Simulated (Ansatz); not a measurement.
Ge:

```xyz
2
Lattice="-2.4959 2.6509 1.4369 2.4959 -2.6509 1.4369 2.4959 2.6509 -1.4369" Properties=species:S:1:pos:R:3 pbc="T T T"
Ge    0.0000    1.3254    0.1841
Ge    2.4959    1.3254    1.2529
```

This isn't the form of Ge at room conditions, which is diamond.

* Program: Ansatz 0.2.0
* Task: single point
* Functional: PBE
* Potentials or basis: all-electron LAPW, scalar-relativistic
* Cutoff: 252 eV (chosen from the basis error)
* Basis error allowed: 0.001 eV/atom
* k mesh: 11 × 11 × 11
* Occupations: fermi-dirac, width 0.05 eV
* Spin: no spin polarisation

On this cell: pressure 1.2 GPa; largest force 0.057 eV/Å; band gap on the k mesh none (metal or under the smearing width).

The same run follows on a disturbed copy (atoms moved at random, drawn with an rms of 0.05 Å):

```xyz
2
Lattice="-2.4959 2.6509 1.4369 2.4959 -2.6509 1.4369 2.4959 2.6509 -1.4369" Properties=species:S:1:pos:R:3 pbc="T T T"
Ge   -0.0545    1.3267    0.1384
Ge    2.5130    1.3276    1.2763
```

Problem. What changes?

Solution. The energy (extrapolated to zero smearing) moves by +5.1 meV/atom; pressure 1.4 GPa; largest force 0.167 eV/Å; band gap on the k mesh none (metal or under the smearing width).

Forces on the atoms (eV/Å):
```
Ge   0.159  0.004  0.049
Ge  -0.159 -0.004 -0.049
```

Stress tensor (GPa, compression positive):
```
 2.23  0.00 -0.49
 0.00  0.93  0.00
-0.49  0.00  0.93
```
